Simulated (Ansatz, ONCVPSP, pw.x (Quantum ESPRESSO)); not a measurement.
**La (sc): variants of one ONCV potential in the solid**

- Element: La (Z = 57)
- Generator: ONCVPSP 4.0.1
- Type: optimised norm-conserving Vanderbilt (ONCV)
- Functional: PBE
- Relativity: scalar-relativistic
- Frozen core: [Kr] 4d10
- Valence charge: 11
- Reference configuration: 5s2 5p6 5d1 6s2
- Partial waves: 5s+6s: rc 2.20 bohr, ncon 3, nbas 6, qcut 4.1 1/bohr, 2 projectors; 5p: rc 2.55 bohr, ncon 5, nbas 9, qcut 5.3 1/bohr, 2 projectors, debl 3.7 Ha; 5d: rc 3.95 bohr, ncon 4, nbas 8, qcut 3.7 1/bohr, 2 projectors, debl 2.3 Ha; f scattering state at 0.33 Ha: rc 3.30 bohr, ncon 4, nbas 7, qcut 3.1 1/bohr, 2 projectors, debl 1.3 Ha
- Local potential: polynomial inside 2.15 bohr (lpopt 5, dvloc0 3 Ha)
- Core correction: Teter function fitted to the true core (icmod 2), fcfact 0.75

In the f channel the program set the typed energies aside and used -0.160, 1.140 Ha.

Crystal test: sc La in pw.x 7.5, no spin, 10³ k-points, Fermi–Dirac smearing 0.01 Ry, cutoffs set for each file from its atomic test. The reference is all-electron LAPW (Ansatz 0.2.0) with the same functional, mesh and smearing; V0 and B0 come from Birch–Murnaghan fits to the pressures at five volumes. Errors are pseudo minus all-electron; Δ is the rms difference of the E(V) curves that follow from these fits, minima aligned, over ±6 % about the mean V0. Mesh and smearing are coarse, so the numbers serve the comparison and aren't converged zero-temperature values; the lattice is a test structure that the element need not adopt.

All-electron: a0 = 3.331 Å (V0 = 36.94 Å³/atom), B0 = 22.3 GPa.

Base: The largest radius (3.95 bohr) exceeds half the bond length (3.15 bohr), so the spheres overlap, which is one possible source of error among others. This is a poor potential for the solid.

1 further variants are left out: they gave no file fit for a test, a broken result, the same result as the base, or pressures whose basis-set error rivals the error shown.

A dash in a converged row means that the minimum lies outside the volumes sampled.

| change | cutoffs (Ry) | pw.x | a0 (Å) | a0 error (%) | B0 error (%) | Δ (meV/atom) | mean pressure error (GPa) |
| --- | --- | --- | --- | --- | --- | --- | --- |
| base | 50/200 | converged; energies reset by the program | – | – | – | – | -1.91 |
| all radii but the core radius scaled by about 0.79 (s 1.74, p 2.02, d 3.12, f 2.60 bohr); local potential polynomial inside 1.70 bohr (lpopt 5, dvloc0 3 Ha) | 105/420 | converged; energies reset by the program | 3.292 | -1.15 | -6.4 | 6.1 | -0.70 |
| f: qcut 3.8 | 50/200 | converged; energies reset by the program | – | – | – | – | -0.97 |
| local potential polynomial inside 1.32 bohr (lpopt 5, dvloc0 3 Ha) | 50/200 | converged; energies reset by the program | – | – | – | – | -3.00 |
| local potential polynomial inside 1.95 bohr (lpopt 5, dvloc0 -1 Ha) | 50/200 | converged; energies reset by the program | – | – | – | – | -2.92 |
